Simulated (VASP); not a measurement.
Runs of VASP 6.6.1 on NiO. Symmetry: Fm-3m, No. 225, cubic system. Conventional cell: a = 4.172 Å, b = 4.172 Å, c = 4.172 Å, α = 90.00°, β = 90.00°, γ = 90.00°. Ni (site symmetry m-3m) has 6 O at 2.09 Å as nearest neighbours. O (site symmetry m-3m) is surrounded by 6 Ni at 2.09 Å. 

| task | level | potentials or basis | cell | cutoff (eV) | smearing | gap on the mesh (eV) | pressure (GPa) | moment (μB) | relaxed volume (Å³/atom) |
| --- | --- | --- | --- | --- | --- | --- | --- | --- | --- |
| single point | PBE | VASP PAW PBE potentials, release 64 (Ni, O) | as given | 520 | gaussian 0.029 eV | none | 6.1 | (a) | - |
| relaxation of cell and atoms | PBEsol+D3 | VASP PAW PBE potentials, release 64 (Ni, O) | relaxed | 600 | fermi-dirac 0.05 eV | none | 0.0 | (b) | 8.64 |
| band structure | PBE | VASP PAW PBE potentials, release 64 (Ni_pv, O) | as given | 520 | fermi-dirac 0.05 eV | - | - | (c) | - |
| relaxation of cell and atoms | PBE+TS | VASP PAW PBE potentials, release 64 (Ni, O) | relaxed | 600 | fermi-dirac 0.05 eV | none | 0.0 | 1.61 | 8.93 |
| relaxation of cell and atoms | PBEsol+D3(BJ) | VASP PAW PBE potentials, release 64 (Ni, O) | relaxed | 600 | fermi-dirac 0.05 eV | none | 0.1 | 1.20 | 8.63 |

Alike in all rows: spin collinear, ferromagnetic start; k mesh 11 × 11 × 11.

Task: Estimate the missing entries.

Result: (a) 1.76; (b) 1.21; (c) 1.72.

Caveats: a cell with one magnetic atom can't hold antiferromagnetic order, which such compounds often take; semilocal functionals often make such compounds metallic where correlation or magnetic order opens a gap, which also shifts bond lengths; pairwise dispersion overbinds metals, which lowers pressure and volume (some runs); the PAW data sets were made with another functional, which shifts forces and pressure a little (some runs); atom-pairwise D2, TS and ULG terms overbind metals (some runs).

A gap of «none» marks a metal or a gap under the smearing width.

The runs don't all hold the same shells in valence.
